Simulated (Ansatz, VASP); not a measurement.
BN in VASP and in Ansatz

File INCAR:

```
  PREC = Accurate
  ENCUT = 520
  EDIFF = 1E-7
  ISMEAR = 0
  SIGMA = 0.012
  LREAL = False
  LASPH = True
  NELM = 80
  ALGO = Normal
  ISIF = 2
  LWAVE = False
  LCHARG = False
  GGA = PE
```

KPOINTS

```
regular mesh
0
Gamma
  12 12 12
```

POSCAR

```
BN
1.0
    1.2511217832      0.7223354983      3.3729344033
   -1.2511217832      0.7223354983      3.3729344033
    0.0000000000     -1.4446709966      3.3729344033
N B
1 1
Direct
    0.6672382000      0.6672382000      0.6672382000
    0.0003288000      0.0003288000      0.0003288000
```

The input input.yaml:

```yaml
crystal:
  lattice:
    - [1.2511217832, 0.7223354983, 3.3729344033]
    - [-1.2511217832, 0.7223354983, 3.3729344033]
    - [0.0, -1.4446709966, 3.3729344033]
  atoms:
    - { symbol: "N", position: [0.6672382, 0.6672382, 0.6672382] }
    - { symbol: B, position: [0.0003288, 0.0003288, 0.0003288] }
hamiltonian:
  xc: pbe
  pseudopotentials: { kind: paw }
kpoints:
  mp_grid: { grid: [12, 12, 12] }
scf:
  occupations: { method: gaussian, width: 0.012 }
output:
  forces: true
  stress: true
  eigenvalues: true
```

The cell is a database's computed one.

Alike in both runs: task single point; functional PBE; k mesh 12 × 12 × 12; occupations gaussian, width 0.012 eV; no spin polarisation.

|  | VASP | Ansatz |
| --- | --- | --- |
| version | VASP 6.6.1 | Ansatz 0.2.0 |
| potentials or method | VASP PAW PBE potentials, release 64 (N, B) | Ansatz PAW |
| plane-wave cutoff (eV) | 520 | 420 |
| valence electrons in the cell | 8 | 8 |

VASP gave:

```
gap on the k mesh at the Fermi level (eV)       : 4.28
least direct gap on the mesh (eV)               : 4.70
pressure (GPa)                                  : 3.6
largest component of the traceless stress (GPa) : 1.41
```

Q: Which values does Ansatz return?

A: gap on the k mesh at the Fermi level (eV): 4.29; least direct gap on the mesh (eV): 4.70; pressure (GPa): 3.6; largest component of the traceless stress (GPa): 1.20.

Caveats: the pressure holds a Pulay correction of +0.6 GPa for the finite cutoff (Ansatz). A k mesh can miss the band edges.
